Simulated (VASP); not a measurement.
# MnO2 (P4_2/mnm) in VASP: further runs

The runs below take MnO2 through single point, with PBEsol+U.

Everything below comes from runs of VASP 6.6.1. Logs are shortened: lines on timing, memory, paths and dates and some standing lists are left out, and cuts for length are marked.

## (1) The crystal as given

Symmetry: P4_2/mnm, No. 136, tetragonal system. The conventional cell has a = 4.396 Å, b = 4.396 Å, c = 2.871 Å, α = 90.00°, β = 90.00°, γ = 90.00°. Mn (site symmetry mmm) is surrounded by 6 O at 1.88 to 1.89 Å. O (site symmetry m2m) has 3 Mn at 1.88 to 1.89 Å as nearest neighbours.

## (2) Single point, PBEsol+U, collinear spin, ferromagnetic start

The input, INCAR:

```
PREC = Accurate
ENCUT = 520
EDIFF = 1E-6
ISMEAR = 0
SIGMA = 0.05
LREAL = F
LASPH = T
NELM = 120
ALGO = Fast
ISIF = 2
LWAVE = F
LCHARG = F
ISPIN = 2
MAGMOM = 4 4 0 0 0 0
LORBIT = 11
LMAXMIX = 4
LDAU = T
LDAUTYPE = 2
LDAUL = 2 -1
LDAUU = 4 0
LDAUJ = 0 0
LDAUPRINT = 1
GGA = PS
```

The input, KPOINTS:

```
Automatic mesh
0
Gamma
  5 5 8
```

The input, POSCAR:

```
MnO2
1.0
    4.3959987700      0.0000000000      0.0000000000
    0.0000000000      4.3959987700      0.0000000000
    0.0000000000      0.0000000000      2.8709991900
Mn O
2 4
Direct
    0.0000000000      0.0000000000      0.0000000000
    0.5000000000      0.5000000000      0.5000000000
    0.3020000000      0.3020000000      0.0000000000
    0.1980000000      0.8020000000      0.5000000000
    0.6980000000      0.6980000000      0.0000000000
    0.8020000000      0.1980000000      0.5000000000
```

Potentials or basis: VASP PAW PBE potentials, release 64 (Mn_pv, O).

The run is started by

```
cat potpaw_PBE.64/Mn_pv/POTCAR potpaw_PBE.64/O/POTCAR > POTCAR
mpirun -np 1 vasp_std > vasp.out
```

OUTCAR:

```text
PREC = Accurate
   ENCUT = 520
   EDIFF = 1E-6
   ISMEAR = 0
   LREAL = F
   LASPH = T
   NELM = 120
   ISIF = 2
   ISPIN = 2
   LORBIT = 11
   GGA = PS

 ion  position               nearest neighbor table
   1  0.000  0.000  0.000-   3 1.88   5 1.88   4 1.89   6 1.89   4 1.89   6 1.89
   2  0.500  0.500  0.500-   4 1.88   6 1.88   5 1.89   3 1.89   3 1.89   5 1.89
   3  0.302  0.302  0.000-   1 1.88   2 1.89   2 1.89
   4  0.198  0.802  0.500-   2 1.88   1 1.89   1 1.89
   5  0.698  0.698  0.000-   1 1.88   2 1.89   2 1.89
   6  0.802  0.198  0.500-   2 1.88   1 1.89   1 1.89

  LATTYP: Found a simple tetragonal cell.
 ALAT       =     4.3959987700
 C/A-ratio  =     0.6530937200

  Lattice vectors:

 A1 = (   4.3959987700,   0.0000000000,   0.0000000000)
 A2 = (   0.0000000000,   4.3959987700,   0.0000000000)
 A3 = (   0.0000000000,   0.0000000000,   2.8709991900)

Analysis of symmetry for initial positions (statically):
=====================================================================
 Subroutine PRICEL returns:
 Original cell was already a primitive cell.

 Routine SETGRP: Setting up the symmetry group for a
 simple tetragonal supercell.

 Subroutine GETGRP returns: Found 16 space group operations
 (whereof  8 operations were pure point group operations)
 out of a pool of 16 trial point group operations.

The static configuration has the point symmetry D_2h.
 The point group associated with its full space group is D_4h.

Analysis of symmetry for dynamics (positions and initial velocities):
=====================================================================
 Subroutine PRICEL returns:
 Original cell was already a primitive cell.

 Routine SETGRP: Setting up the symmetry group for a
 simple tetragonal supercell.

 Subroutine GETGRP returns: Found 16 space group operations
 (whereof  8 operations were pure point group operations)
 out of a pool of 16 trial point group operations.

The dynamic configuration has the point symmetry D_2h.
 The point group associated with its full space group is D_4h.

Analysis of structural, dynamic, and magnetic symmetry:
=====================================================================
 Subroutine PRICEL returns:
 Original cell was already a primitive cell.

 Routine SETGRP: Setting up the symmetry group for a
 simple tetragonal supercell.

 Subroutine GETGRP returns: Found 16 space group operations
 (whereof  8 operations were pure point group operations)
 out of a pool of 16 trial point group operations.

The overall configuration has the point symmetry D_2h.
 The point group associated with its full space group is D_4h.

 Subroutine INISYM returns: Found 16 space group operations
 (whereof  8 operations are pure point group operations),
 and found     1 'primitive' translations

----------------------------------------------------------------------------------------

                                     Primitive cell

[... 151 lines left out ...]
  0.0000  0.2258  0.0000  0.7377  0.0000
  0.0000  0.0000  0.0000  0.0000  0.9730

spin component  2

  0.2427  0.0000 -0.1114  0.0000  0.0000
  0.0000  0.2208  0.0000 -0.1117  0.0000
 -0.1114  0.0000  0.1398  0.0000 -0.0000
  0.0000 -0.1117  0.0000  0.2208  0.0000
  0.0000  0.0000 -0.0000  0.0000  0.1200

 occupancies and eigenvectors

  o =  0.0686  v =  0.0000  0.0000  0.0000  0.0000  0.0000 -0.5387  0.0000 -0.8425  0.0000 -0.0000      0.0000  0.0000  0.0000  0.0000  0.0000  0.0000  0.0000  0.0000  0.0000  0.0000
  o =  0.1091  v =  0.0000  0.0000  0.0000  0.0000  0.0000  0.0000 -0.7071  0.0000 -0.7071 -0.0000      0.0000  0.0000  0.0000  0.0000  0.0000  0.0000  0.0000  0.0000  0.0000  0.0000
  o =  0.1200  v =  0.0000  0.0000  0.0000  0.0000  0.0000 -0.0000 -0.0000 -0.0000  0.0000  1.0000      0.0000  0.0000  0.0000  0.0000  0.0000  0.0000  0.0000  0.0000  0.0000  0.0000
  o =  0.3139  v =  0.0000  0.0000  0.0000  0.0000  0.0000 -0.8425  0.0000  0.5387  0.0000 -0.0000      0.0000  0.0000  0.0000  0.0000  0.0000  0.0000  0.0000  0.0000  0.0000  0.0000
  o =  0.3324  v =  0.0000  0.0000  0.0000  0.0000  0.0000  0.0000  0.7071  0.0000 -0.7071  0.0000      0.0000  0.0000  0.0000  0.0000  0.0000  0.0000  0.0000  0.0000  0.0000  0.0000
  o =  0.5119  v =  0.0000  0.7071  0.0000 -0.7071  0.0000  0.0000  0.0000  0.0000  0.0000  0.0000      0.0000  0.0000  0.0000  0.0000  0.0000  0.0000  0.0000  0.0000  0.0000  0.0000
  o =  0.5288  v = -0.8655  0.0000  0.5009  0.0000  0.0000  0.0000  0.0000  0.0000  0.0000  0.0000      0.0000  0.0000  0.0000  0.0000  0.0000  0.0000  0.0000  0.0000  0.0000  0.0000
  o =  0.9533  v = -0.5009  0.0000 -0.8655  0.0000 -0.0000  0.0000  0.0000  0.0000  0.0000  0.0000      0.0000  0.0000  0.0000  0.0000  0.0000  0.0000  0.0000  0.0000  0.0000  0.0000
  o =  0.9635  v =  0.0000 -0.7071  0.0000 -0.7071 -0.0000  0.0000  0.0000  0.0000  0.0000  0.0000      0.0000  0.0000  0.0000  0.0000  0.0000  0.0000  0.0000  0.0000  0.0000  0.0000
  o =  0.9730  v =  0.0000 -0.0000 -0.0000  0.0000  1.0000  0.0000  0.0000  0.0000  0.0000  0.0000      0.0000  0.0000  0.0000  0.0000  0.0000  0.0000  0.0000  0.0000  0.0000  0.0000

atom =   2  type =  1  l = 2

 onsite density matrix

spin component  1

  0.6353  0.0000 -0.1840  0.0000  0.0000
  0.0000  0.7377  0.0000 -0.2258  0.0000
 -0.1840  0.0000  0.8468  0.0000 -0.0000
  0.0000 -0.2258  0.0000  0.7377  0.0000
  0.0000  0.0000 -0.0000  0.0000  0.9730

spin component  2

  0.2427  0.0000  0.1114  0.0000 -0.0000
  0.0000  0.2208  0.0000  0.1117  0.0000
  0.1114  0.0000  0.1398  0.0000 -0.0000
  0.0000  0.1117  0.0000  0.2208  0.0000
 -0.0000  0.0000 -0.0000  0.0000  0.1200

 occupancies and eigenvectors

  o =  0.0686  v =  0.0000  0.0000  0.0000  0.0000  0.0000 -0.5387  0.0000  0.8425  0.0000  0.0000      0.0000  0.0000  0.0000  0.0000  0.0000  0.0000  0.0000  0.0000  0.0000  0.0000
  o =  0.1091  v =  0.0000  0.0000  0.0000  0.0000  0.0000  0.0000 -0.7071  0.0000  0.7071  0.0000      0.0000  0.0000  0.0000  0.0000  0.0000  0.0000  0.0000  0.0000  0.0000  0.0000
  o =  0.1200  v =  0.0000  0.0000  0.0000  0.0000  0.0000 -0.0000 -0.0000  0.0000  0.0000 -1.0000      0.0000  0.0000  0.0000  0.0000  0.0000  0.0000  0.0000  0.0000  0.0000  0.0000
  o =  0.3139  v =  0.0000  0.0000  0.0000  0.0000  0.0000 -0.8425  0.0000 -0.5387  0.0000  0.0000      0.0000  0.0000  0.0000  0.0000  0.0000  0.0000  0.0000  0.0000  0.0000  0.0000
  o =  0.3324  v =  0.0000  0.0000  0.0000  0.0000  0.0000  0.0000 -0.7071  0.0000 -0.7071  0.0000      0.0000  0.0000  0.0000  0.0000  0.0000  0.0000  0.0000  0.0000  0.0000  0.0000
  o =  0.5119  v =  0.0000 -0.7071  0.0000 -0.7071 -0.0000  0.0000  0.0000  0.0000  0.0000  0.0000      0.0000  0.0000  0.0000  0.0000  0.0000  0.0000  0.0000  0.0000  0.0000  0.0000
  o =  0.5288  v = -0.8655  0.0000 -0.5009  0.0000  0.0000  0.0000  0.0000  0.0000  0.0000  0.0000      0.0000  0.0000  0.0000  0.0000  0.0000  0.0000  0.0000  0.0000  0.0000  0.0000
  o =  0.9533  v = -0.5009  0.0000  0.8655  0.0000 -0.0000  0.0000  0.0000  0.0000  0.0000  0.0000      0.0000  0.0000  0.0000  0.0000  0.0000  0.0000  0.0000  0.0000  0.0000  0.0000
  o =  0.9635  v =  0.0000  0.7071  0.0000 -0.7071  0.0000  0.0000  0.0000  0.0000  0.0000  0.0000      0.0000  0.0000  0.0000  0.0000  0.0000  0.0000  0.0000  0.0000  0.0000  0.0000
  o =  0.9730  v =  0.0000 -0.0000  0.0000  0.0000  1.0000  0.0000  0.0000  0.0000  0.0000  0.0000      0.0000  0.0000  0.0000  0.0000  0.0000  0.0000  0.0000  0.0000  0.0000  0.0000

 number of electron      49.9999990 magnetization       6.0271912

 Free energy of the ion-electron system (eV)
  ---------------------------------------------------
  ext. energy  EPLUGINS =         0.00000000
  ---------------------------------------------------
  free energy    TOTEN  =       -44.71919129 eV

  energy without entropy =      -44.71852978  energy(sigma->0) =      -44.71886053

 E-fermi :   4.9903     XC(G=0): -12.3218

 val. band max:        4.9839786717   @ k =   0.0000   0.0000   0.1250
 cond. band min:       5.0061604613   @ k =   0.0000   0.0000   0.1250
 fundamental gap:      0.0221817896
 Fermi energy:         4.9903429456

 spin component 1

 k-point     1 :       0.0000    0.0000    0.0000
  band No.  band energies     occupation
      1     -45.7484      1.00000
      2     -45.7406      1.00000
      3     -45.7071      1.00000
      4     -45.7071      1.00000
      5     -45.6503      1.00000
      6     -45.6503      1.00000
[... 1769 lines left out ...]
     33      17.1281      0.00000
     34      17.5197      0.00000

 [... further k-points ...]
[... 5 lines left out ...]
  --------------------------------------------------------------------------------------
  -------------------------------------------------------------------------------------
  Total        0.9069273      0.9069273      1.2131703     -0.0000000      0.0000000      0.0000000
  in kB       26.1899606     26.1899606     35.0335506     -0.0000000      0.0000000      0.0000000
  external PRESSURE =      29.1378239 kB  Pullay stress =       0.0000000 kB

 VOLUME and BASIS-vectors are now :
 -----------------------------------------------------------------------------
  energy-cutoff  :      520.00
  volume of cell :       55.48
      direct lattice vectors                 reciprocal lattice vectors
     4.395998770  0.000000000  0.000000000     0.227479590  0.000000000  0.000000000
     0.000000000  4.395998770  0.000000000     0.000000000  0.227479590  0.000000000
     0.000000000  0.000000000  2.870999190     0.000000000  0.000000000  0.348310791

 POSITION                                       TOTAL-FORCE (eV/Angst)
 -----------------------------------------------------------------------------------
      0.00000      0.00000      0.00000         0.000000     -0.000000      0.000000
      2.19800      2.19800      1.43550         0.000000     -0.000000      0.000000
      1.32759      1.32759      0.00000         0.340290      0.340290      0.000000
      0.87041      3.52559      1.43550        -0.340290      0.340290      0.000000
      3.06841      3.06841      0.00000        -0.340290     -0.340290      0.000000
      3.52559      0.87041      1.43550         0.340290     -0.340290      0.000000
 -----------------------------------------------------------------------------------
    total drift:                                0.000000      0.000000      0.000000

  FREE ENERGIE OF THE ION-ELECTRON SYSTEM (eV)
  ---------------------------------------------------
  free  energy   TOTEN  =       -44.7191912923 eV

  energy  without entropy=      -44.7185297769  energy(sigma->0) =      -44.71886053

 total charge

# of ion       s       p       d       tot
------------------------------------------
    1        0.365   6.487   4.841  11.693
    2        0.365   6.487   4.841  11.693
    3        1.562   3.465   0.000   5.027
    4        1.562   3.465   0.000   5.027
    5        1.562   3.465   0.000   5.027
    6        1.562   3.465   0.000   5.027
--------------------------------------------------
tot          6.978  26.833   9.682  43.493

 magnetization (x)

# of ion       s       p       d       tot
------------------------------------------
    1        0.018   0.030   2.984   3.032
    2        0.018   0.030   2.984   3.032
    3       -0.003  -0.039   0.000  -0.041
    4       -0.003  -0.039   0.000  -0.041
    5       -0.003  -0.039   0.000  -0.041
    6       -0.003  -0.039   0.000  -0.041
--------------------------------------------------
tot          0.026  -0.094   5.968   5.899
```

Wall time 72 s (1 thread of Intel Xeon Platinum 8488C (Sapphire Rapids), shared host); peak memory 0.24 GiB.

What came out:

* Free energy: -44.7192 eV
* Pressure: 2.9 GPa
* Largest force: 0.481 eV/Å
* Band gap on the k mesh: none (metal or under the smearing width)
* Net moment: 6.03 μB per cell
* Site moments: Mn +3.03; O -0.04 μB
* Valence electrons inside the program's atomic spheres: Mn 11.69; O 5.03

Forces on the atoms (eV/Å):
```
Mn   0.000  0.000  0.000
Mn   0.000  0.000  0.000
O    0.340  0.340  0.000
O   -0.340  0.340  0.000
O   -0.340 -0.340  0.000
O    0.340 -0.340  0.000
```

Stress tensor (GPa, compression positive):
```
2.62 0.00 0.00
0.00 2.62 0.00
0.00 0.00 3.50
```

Eigenvalues of the final occupation matrices:
| site | spin | trace | eigenvalues |
| --- | --- | --- | --- |
| site 1 d | 1 | 3.93 | 0.51 0.53 0.95 0.96 0.97 |
| site 1 d | 2 | 0.94 | 0.07 0.11 0.12 0.31 0.33 |
| site 2 d | 1 | 3.93 | 0.51 0.53 0.95 0.96 0.97 |
| site 2 d | 2 | 0.94 | 0.07 0.11 0.12 0.31 0.33 |

Caveat: the PAW data sets were made with another functional, which shifts forces and pressure a little; only a ferromagnetic start was run, and an antiferromagnetic order may lie lower in energy. The state reached can hang on the start; a lower one may exist.

## (3) Single point, PBEsol+U, collinear spin, antiferromagnetic start

Changes to INCAR since step 2:

```diff
@@ -13,3 +13,3 @@
 ISPIN = 2
-MAGMOM = 4 4 0 0 0 0
+MAGMOM = 4 -4 0 0 0 0
 LORBIT = 11
```

KPOINTS is that of step 2.

POSCAR is that of step 2.

Potentials or basis: VASP PAW PBE potentials, release 64 (Mn_pv, O).

The run is started by

```
cat potpaw_PBE.64/Mn_pv/POTCAR potpaw_PBE.64/O/POTCAR > POTCAR
mpirun -np 1 vasp_std > vasp.out
```

Wall time 80 s (1 thread of Intel Xeon Platinum 8488C (Sapphire Rapids), shared host); peak memory 0.23 GiB.

Results (log left out):

* Free energy: -44.7755 eV
* Pressure: 1.1 GPa
* Largest force: 0.488 eV/Å
* Band gap on the k mesh: 0.28 eV, direct
* Net moment: 0.00 μB per cell
* Site moments: Mn +2.93, -2.93; O -0.00, +0.00 μB
* Valence electrons inside the program's atomic spheres: Mn 11.70; O 5.03

Forces in eV/Å, atoms in the order of the input:
```
Mn   0.000  0.000  0.000
Mn   0.000  0.000  0.000
O    0.345  0.345  0.000
O   -0.345  0.345  0.000
O   -0.345 -0.345  0.000
O    0.345 -0.345  0.000
```

Stress tensor (GPa, compression positive):
```
0.77 0.00 0.00
0.00 0.77 0.00
0.00 0.00 1.64
```

Levels at points of the mesh, in eV from the valence-band top:
Spin up:
| k point | band 22 | band 23 | band 24 | band 25 | band 26 | band 27 | band 28 | band 29 |
| --- | --- | --- | --- | --- | --- | --- | --- | --- |
| (0.00, 0.00, 0.00) | -1.25 | -0.71 | -0.66 | 0.00 | 0.28 | 1.29 | 2.16 | 3.20 |
| (0.00, 0.00, 0.50) | -2.85 | -1.98 | -1.27 | -0.47 | 1.43 | 1.72 | 2.71 | 2.71 |
Spin down:
| k point | band 23 | band 24 | band 25 | band 26 | band 27 | band 28 |
| --- | --- | --- | --- | --- | --- | --- |
| (0.00, 0.00, 0.00) | -0.71 | -0.66 | 0.00 | 0.28 | 1.29 | 2.16 |
| (0.00, 0.00, 0.50) | -1.98 | -1.27 | -0.47 | 1.43 | 1.72 | 2.71 |

Eigenvalues of the final occupation matrices:
```
    site  spin  trace               eigenvalues
site 1 d     1   3.88  0.49 0.50 0.96 0.96 0.97
site 1 d     2   1.00  0.07 0.12 0.14 0.33 0.34
site 2 d     1   1.00  0.07 0.12 0.14 0.33 0.34
site 2 d     2   3.88  0.49 0.50 0.96 0.96 0.97
```

Caveat: the PAW data sets were made with another functional, which shifts forces and pressure a little; an odd mesh through Γ misses points on the zone boundary, where band edges often lie. The state reached can hang on the start; a lower one may exist.
